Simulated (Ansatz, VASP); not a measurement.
# One calculation of As, two programs

INCAR

```
PREC     = Accurate       # precision mode
ENCUT    = 520            # plane-wave cutoff, eV
EDIFF    = 1E-7           # SCF threshold, eV
ISMEAR   = -1             # smearing method
SIGMA    = 0.05           # smearing width, eV
LREAL    = F              # projectors in reciprocal space
LASPH    = T              # aspherical terms in the spheres
NELM     = 60             # most SCF steps
ALGO     = Normal         # electronic algorithm
ISIF     = 2              # what is computed and relaxed
LWAVE    = F              # write WAVECAR
LCHARG   = T              # write CHGCAR
GGA      = PS             # functional
LELF     = T              # ELF
LVHAR    = T            
NBANDS   = 8              # bands
```

File KPOINTS:

```
Automatic mesh
0
Gamma
  14 14 14
```

POSCAR

```
As
1.0
    2.4976363118      0.0000000000      0.0000000000
    0.0000000000      2.4976363118      0.0000000000
    0.0000000000      0.0000000000      2.4976363118
As
1
Direct
    0.0000000000      0.0000000000      0.0000000000
```

Input for Ansatz:

```yaml
crystal:
  lattice:
    - [2.4976363118, 0.0, 0.0]
    - [0.0, 2.4976363118, 0.0]
    - [0.0, 0.0, 2.4976363118]
  atoms:
    - { symbol: As, position: [0.0, 0.0, 0.0] }
kpoints:
  mp_grid: { grid: [14, 14, 14] }
scf:
  occupations: { method: fermi_dirac, width: 0.05 }
hamiltonian:
  xc: pbesol
  pseudopotentials: { kind: all_electron, lapw: { basis_error: 0.001 } }
output:
  forces: true
  stress: true
  eigenvalues: true
  populations: true
```

Change from the starting cell: volume scaled by 0.8, LAPW.

Alike in both runs: task single point; functional PBEsol; k mesh 14 × 14 × 14; occupations fermi-dirac, width 0.05 eV; no spin polarisation.

```csv
,VASP,Ansatz
version,VASP 6.6.1,Ansatz 0.2.0
potentials or method,"VASP PAW PBE potentials, release 64 (As)","all-electron LAPW, scalar-relativistic"
plane-wave cutoff (eV),520,see its input
```

```tsv
	VASP	Ansatz	Ansatz less VASP
pressure (GPa)	33.4	32.1	-1.30
```

Ansatz ran all-electron here, so the differences hold the error of VASP's frozen core and of both bases.

Caveats: so large a pressure means that the cell lies far from this level's equilibrium, or that cutoff or potentials fall short (VASP); the potentials were made for another functional, which shifts forces and pressure (VASP).
